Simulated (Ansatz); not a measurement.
The system is Mg.

```xyz
1
Lattice="-1.8360 1.8360 1.6794 1.8360 -1.8360 1.6794 1.8360 1.8360 -1.6794" Properties=species:S:1:pos:R:3 pbc="T T T"
Mg    0.0000    0.0000    0.0000
```

This isn't the form of Mg at room conditions, which is hcp.

- Program: Ansatz 0.2.0
- Task: single point
- Functional: PBE
- Potentials or basis: Ansatz PAW
- Cutoff: 420 eV (not typed: the program's choice for these potentials)
- k mesh: 11 × 11 × 11
- Occupations: fermi-dirac, width 0.05 eV
- Spin: no spin polarisation

On this cell: pressure 0.6 GPa; band gap on the k mesh none (metal or under the smearing width).

The same run follows on a disturbed copy (cell strained at random at fixed volume):

```
Mg
1.0
    -1.78838    1.82401    1.69227
     1.82438   -1.82503    1.73276
     1.79404    1.83070   -1.69339
Mg
1
Direct
  0.00166 0.01882 0.01069
```

**Question.** What changes?

**Answer.** The energy (extrapolated to zero smearing) moves by -0.4 meV/atom; pressure 0.5 GPa; band gap on the k mesh none (metal or under the smearing width).

Stress tensor (GPa, compression positive):
```
 0.46 -0.06 -0.74
-0.06  0.07  0.01
-0.74  0.01  0.85
```
